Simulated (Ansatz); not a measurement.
**Find the missing element**

Cell vectors (Å):

```
0.0000 3.0413 3.0413
3.0413 0.0000 3.0413
3.0413 3.0413 0.0000
```

| atom | a | b | c |
| --- | --- | --- | --- |
| X | 0.0000 | 0.0000 | 0.0000 |
| Se | 0.7500 | 0.7500 | 0.7500 |

All numbers below come from PBEsol, all-electron LAPW in Ansatz 0.2.0, scalar-relativistic. k mesh 6×6×6, strains of ±0.008, fixed occupations.

Elastic constants of a crystal by Kohn-Sham DFT: slopes of the stress over finite engineering strains of the given cell, Voigt indices, Cartesian axes as in the cell vectors.

| index | elastic (GPa) |
| --- | --- |
| 11 | 64 |
| 12 | 46.2 |
| 44 | 22.5 |

Question: All X atoms are one element. Which one was computed?

Answer: Cd; the crystal is CdSe (F-43m, a database entry that needn't be its stable phase).

Caveats: constants at zero field, no piezoelectric stiffening.
